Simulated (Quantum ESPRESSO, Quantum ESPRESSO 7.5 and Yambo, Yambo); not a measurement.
**A GW chain in Yambo: BN (Qingsongite)**

How does a plane-wave GW calculation on BN (Qingsongite) run from the first input to the gap?

Program: Quantum ESPRESSO 7.5 and Yambo 5.3.0. Level of theory: PBE and many-body steps on it, plane waves. Results are calculated unless marked as measured.

Report form: the programs' logs are mostly left out.

### Step 1. The starting structure

The structure is cubic, space group F-43m (No. 216). The conventional cell has a = 3.615 Å, b = 3.615 Å, c = 3.615 Å, α = 90.00°, β = 90.00°, γ = 90.00°. B has 4 N at 1.57 Å nearest. Nearest to N lie 4 B at 1.57 Å. Farther neighbours and most contacts between anions are not listed.

The cell and positions come from the Crystallography Open Database and are kept as given unless a step says otherwise.

### Step 2. Ground state

This step: Quantum ESPRESSO 7.5; DFT, PBE, plane waves, norm-conserving pseudopotentials.

The ground-state density comes first.

pw.in reads:

```
&control
  calculation = 'scf'
  prefix = 'x'
  outdir = 'o'
  pseudo_dir = 'pseudo'
/
&system
  ibrav = 0
  nat = 2
  ntyp = 2
  ecutwfc = 72.0
  nbnd = 9
  force_symmorphic = .true.
/
&electrons
  conv_thr = 1e-10
  electron_maxstep = 80
  mixing_beta = 0.5
/
ATOMIC_SPECIES
  B 10.81 B.upf
  N 14.007 N.upf
CELL_PARAMETERS angstrom
  -0.0000000000 1.8075000000 1.8075000000
  1.8075000000 0.0000000000 1.8075000000
  1.8075000000 1.8075000000 -0.0000000000
ATOMIC_POSITIONS crystal
  B 0.0000000000 0.0000000000 0.0000000000
  N 0.2500000000 0.2500000000 0.2500000000
K_POINTS automatic
  10 10 10 0 0 0
```

Launch:

```
$ OMP_NUM_THREADS=1 mpirun -n 4 pw.x -nk 4 -in pw.in > pw.out
```

The job ended after 2.3 s (4 MPI ranks of Arm Neoverse V1, shared host; peak memory 0.17 GiB).

Numbers from this step:

* total energy: -364.7041 eV
* gap: 4.535 eV
* k of the valence top: 0, 0, 0
* k of the conduction bottom: 0, -0.5, -0.5
* least direct gap: 8.878 eV

The gap is indirect, with the least direct gap 4.34 eV higher.

### Step 3. Bands along the symmetry lines

The cheap functional maps the bands first; the places of the edges decide which points the dearer methods must see.

pw.in reads:

```
&control
  calculation = 'bands'
  prefix = 'x'
  outdir = 'o'
  pseudo_dir = 'pseudo'
/
&system
  ibrav = 0
  nat = 2
  ntyp = 2
  ecutwfc = 72.0
  nbnd = 10
  force_symmorphic = .true.
/
&electrons
  conv_thr = 1e-9
  electron_maxstep = 80
  diago_full_acc = .true.
  diago_thr_init = 5e-6
/
ATOMIC_SPECIES
  B 10.81 B.upf
  N 14.007 N.upf
CELL_PARAMETERS angstrom
  -0.0000000000 1.8075000000 1.8075000000
  1.8075000000 0.0000000000 1.8075000000
  1.8075000000 1.8075000000 -0.0000000000
ATOMIC_POSITIONS crystal
  B 0.0000000000 0.0000000000 0.0000000000
  N 0.2500000000 0.2500000000 0.2500000000
K_POINTS crystal
  50
  0.00000000 0.00000000 0.00000000 1
  -0.06250000 -0.06250000 0.00000000 1
  -0.12500000 -0.12500000 0.00000000 1
  -0.18750000 -0.18750000 0.00000000 1
  -0.25000000 -0.25000000 0.00000000 1
  -0.31250000 -0.31250000 0.00000000 1
  -0.37500000 -0.37500000 0.00000000 1
  -0.43750000 -0.43750000 0.00000000 1
  -0.50000000 -0.50000000 0.00000000 1
  -0.48437500 -0.48437500 0.03125000 1
  -0.46875000 -0.46875000 0.06250000 1
  -0.45312500 -0.45312500 0.09375000 1
  -0.43750000 -0.43750000 0.12500000 1
  -0.42187500 -0.42187500 0.15625000 1
  -0.40625000 -0.40625000 0.18750000 1
  -0.39062500 -0.39062500 0.21875000 1
  -0.37500000 -0.37500000 0.25000000 1
  -0.37500000 0.00000000 0.37500000 1
  -0.32812500 0.00000000 0.32812500 1
  -0.28125000 0.00000000 0.28125000 1
  -0.23437500 0.00000000 0.23437500 1
  -0.18750000 0.00000000 0.18750000 1
  -0.14062500 0.00000000 0.14062500 1
  -0.09375000 0.00000000 0.09375000 1
  -0.04687500 0.00000000 0.04687500 1
  0.00000000 0.00000000 0.00000000 1
  0.00000000 0.00000000 0.06250000 1
  0.00000000 0.00000000 0.12500000 1
  0.00000000 0.00000000 0.18750000 1
  0.00000000 0.00000000 0.25000000 1
  0.00000000 0.00000000 0.31250000 1
  0.00000000 0.00000000 0.37500000 1
  0.00000000 0.00000000 0.43750000 1
  -0.00000000 -0.00000000 0.50000000 1
  -0.06250000 -0.03125000 0.46875000 1
  -0.12500000 -0.06250000 0.43750000 1
  -0.18750000 -0.09375000 0.40625000 1
  -0.25000000 -0.12500000 0.37500000 1
  -0.31250000 -0.15625000 0.34375000 1
  -0.37500000 -0.18750000 0.31250000 1
  -0.43750000 -0.21875000 0.28125000 1
  -0.50000000 -0.25000000 0.25000000 1
  -0.50000000 -0.28125000 0.21875000 1
  -0.50000000 -0.31250000 0.18750000 1
  -0.50000000 -0.34375000 0.15625000 1
  -0.50000000 -0.37500000 0.12500000 1
  -0.50000000 -0.40625000 0.09375000 1
  -0.50000000 -0.43750000 0.06250000 1
  -0.50000000 -0.46875000 0.03125000 1
  -0.50000000 -0.50000000 0.00000000 1
```

Elapsed: 1.4 s, on 4 MPI ranks; peak memory 0.05 GiB; 5.2 s of CPU time.

This step gave:

```yaml
gap: 4.535 eV
k_of_the_valence_top: 0, 0, 0
k_of_the_conduction_bottom: -0.5, -0.5, 0
least_direct_gap: 8.878 eV
```

The gap is 4.535 eV, as in the run before at this level.

Electronic bands along the path, in eV, zero at the top of the highest filled band; v1 is the highest filled band, c1 the lowest empty one:

| point | v4 | v3 | v2 | v1 | c1 | c2 | c3 | c4 |
| --- | --- | --- | --- | --- | --- | --- | --- | --- |
| Γ | -20.21 | 0.00 | 0.00 | 0.00 | 8.88 | 8.88 | 8.88 | 10.37 |
| halfway | -18.25 | -3.97 | -3.01 | -3.01 | 6.86 | 11.62 | 13.48 | 13.48 |
| X | -14.62 | -8.91 | -4.91 | -4.91 | 4.53 | 9.34 | 17.91 | 17.91 |
| halfway | -14.55 | -8.69 | -5.96 | -4.69 | 5.49 | 10.28 | 17.32 | 17.54 |
| U | -14.54 | -8.12 | -7.66 | -4.08 | 6.98 | 12.95 | 15.84 | 16.68 |
| jump to K | -14.54 | -8.12 | -7.66 | -4.08 | 6.98 | 12.95 | 15.84 | 16.68 |
| halfway | -18.03 | -5.73 | -3.91 | -1.12 | 10.71 | 10.76 | 11.24 | 13.58 |
| Γ | -20.21 | 0.00 | 0.00 | 0.00 | 8.88 | 8.88 | 8.88 | 10.37 |
| halfway | -18.73 | -5.47 | -1.13 | -1.13 | 9.70 | 10.40 | 10.40 | 13.57 |
| L | -15.99 | -10.68 | -1.94 | -1.94 | 10.21 | 10.78 | 10.78 | 15.26 |
| halfway | -15.29 | -9.69 | -4.82 | -3.45 | 9.66 | 11.24 | 14.40 | 15.79 |
| W | -14.31 | -7.58 | -6.96 | -6.50 | 9.65 | 13.35 | 14.61 | 14.69 |
| halfway | -14.47 | -8.49 | -5.77 | -5.71 | 6.58 | 11.00 | 16.25 | 17.43 |
| X | -14.62 | -8.91 | -4.91 | -4.91 | 4.53 | 9.34 | 17.91 | 17.91 |

### Step 4. Empty states on the mesh, 6×6×6 mesh, 30 bands

The sums over transitions need many empty states on a uniform mesh; this step solves for them.

pw.in reads:

```
&control
  calculation = 'nscf'
  prefix = 'x'
  outdir = 'o'
  pseudo_dir = 'pseudo'
/
&system
  ibrav = 0
  nat = 2
  ntyp = 2
  ecutwfc = 72.0
  nbnd = 30
  force_symmorphic = .true.
/
&electrons
  conv_thr = 1e-9
  electron_maxstep = 80
  diago_full_acc = .true.
  diago_thr_init = 5e-6
/
ATOMIC_SPECIES
  B 10.81 B.upf
  N 14.007 N.upf
CELL_PARAMETERS angstrom
  -0.0000000000 1.8075000000 1.8075000000
  1.8075000000 0.0000000000 1.8075000000
  1.8075000000 1.8075000000 -0.0000000000
ATOMIC_POSITIONS crystal
  B 0.0000000000 0.0000000000 0.0000000000
  N 0.2500000000 0.2500000000 0.2500000000
K_POINTS automatic
  6 6 6 0 0 0
```

Run time: 1.4 s. Hardware: 4 MPI ranks; peak memory 0.05 GiB; 5.2 s of CPU time.

This step gave:

- gap: 4.535 eV
- k of the valence top: 0, 0, 0
- k of the conduction bottom: 0, -0.5, -0.5
- least direct gap: 8.878 eV
- k points computed: 16
- lowest point of the top converged band, above the valence top: 80.1643 eV

On this mesh the gap is 4.535 eV.

### Step 5. Conversion and set-up

This step: Yambo 5.3.0; conversion and set-up on PBE, plane waves, norm-conserving pseudopotentials.

The states are converted to the many-body program's format and the q mesh is built.

Launch:

```
$ (cd o/x.save; p2y > p2y.log; mv SAVE ../..); yambo > setup.log
```

The job ended after 1.9 s (1 MPI rank; peak memory 0.23 GiB).

### Step 6. Screening and self-energy, 6×6×6 mesh, 30 bands, screening to 163.3 eV

Now the one-shot GW correction: screening in the RPA, then the self-energy of the levels asked for.

This step: G0W0 on PBE, plane waves, norm-conserving pseudopotentials.

gw1.in reads:

```
HF_and_locXC
gw0
dyson
ppa
em1d
rim_cut
RandQpts= 1000000
RandGvec= 1 RL
EXXRLvcs= 72 Ry
VXCRLvcs= 288 Ry
Chimod= "HARTREE"
% BndsRnXp
 1 | 30 |
%
NGsBlkXp= 12 Ry
% LongDrXp
 1 | 1 | 1 |
%
% GbndRnge
 1 | 30 |
%
DysSolver= "n"
ExtendOut
PPAPntXp= 27.21138 eV
% QPkrange
 1 | 1 | 3 | 6 |
 13 | 13 | 3 | 6 |
%
```

Launch:

```
$ OMP_NUM_THREADS=1 mpirun -n 4 yambo -F gw1.in -J gw1 -C gw1 > gw1.log
```

The job ended after 9.6 s (4 MPI ranks; peak memory 1 GiB).

This step gave:

```
G0W0 gap on the points computed              : 5.879 eV
starting gap on the mesh                     : 4.535 eV
k of the valence top                         : 0, 0, 0
k of the conduction bottom                   : 0, -0.5, -0.5
least direct G0W0 gap on the computed points : 10.86 eV
Z at the valence top                         : 0.8301
Z at the conduction bottom                   : 0.8557
```

The gap on the mesh goes from 4.53 eV to 5.88 eV, a correction of +1.34 eV.

Limits: finite bands, cutoff and mesh; coarse k mesh. v1 is the top filled band, c1 the lowest empty one. Levels before and after the correction, in eV, zero at the valence-band top of each column:

|  | conduction bottom | valence top |
| --- | --- | --- |
| Kohn-Sham | 4.53 | 0.00 |
| G0W0 | 5.88 | 0.00 |

|  | level | energy (eV) |
| --- | --- | --- |
| Kohn-Sham | Γ v2-v1 | 0.000 |
| Kohn-Sham | Γ c1-c2 | 8.878 |
| Kohn-Sham | (0 -0.5 -0.5) v2-v1 | -4.907 |
| Kohn-Sham | (0 -0.5 -0.5) c1 | 4.535 |
| Kohn-Sham | (0 -0.5 -0.5) c2 | 9.342 |
| G0W0 | Γ v2-v1 | 0.000 |
| G0W0 | Γ c1-c2 | 10.862 |
| G0W0 | (0 -0.5 -0.5) v2-v1 | -5.461 |
| G0W0 | (0 -0.5 -0.5) c1 | 5.879 |
| G0W0 | (0 -0.5 -0.5) c2 | 10.842 |

### Step 7. Where the time went

Times are wall times on the hardware named with each run, good to a factor of about two.

| step | time | share | memory (GiB) |
| --- | --- | --- | --- |
| ground state | 2.3 s | 14 % | 0.17 |
| bands along the symmetry lines | 1.4 s | 8 % | 0.05 |
| empty states on the mesh | 1.4 s | 8 % | 0.05 |
| conversion and set-up | 1.9 s | 11 % | 0.23 |
| screening and self-energy | 9.6 s | 58 % | 1.0 |

### Step 8. Results

```
PBE gap              : 4.53 eV, indirect
G0W0 gap on the mesh : 5.88 eV
GW settings          : 6×6×6 mesh, 30 bands, screening to 163.3 eV, Godby-Needs plasmon pole
known limits         : not at the basis limit; coarse k mesh
```

What this shows: G0W0 moves the gap on the mesh from 4.53 eV to 5.88 eV (+1.34 eV), with Z of 0.83 and 0.86 at the edges. Only 2 of the mesh's irreducible points were corrected, so a valley elsewhere could overtake. The dearest step here is «screening and self-energy». Bands and cutoff are finite, so the gap is not at the basis limit. The miss can reach some tenths of an eV and take either sign; the mesh is an error of its own. In the G0W0 run levels were corrected at 2 k points alone, so a gap called «on the mesh» is the least over those, and an edge elsewhere would be missed. The 6×6×6 mesh is coarse for this cell, which bears on the long-range parts of exchange and screening.

[Paths, hosts, dates, memory and timing lines, banners, echoed tables and standing remarks are left out of the program output.]

[Logs are printed without paths, hosts, clocks, repeated set-up lines and the standing remarks that a program may print on its own settings, such as how far it seeks lower states.]

[Runs of the session that timed out or met a known fault of the program may be left out.]

[Hosts, paths, dates, database ids (printed as entryN), source tags and the programs' standing remarks are cut or masked in the printed files.]
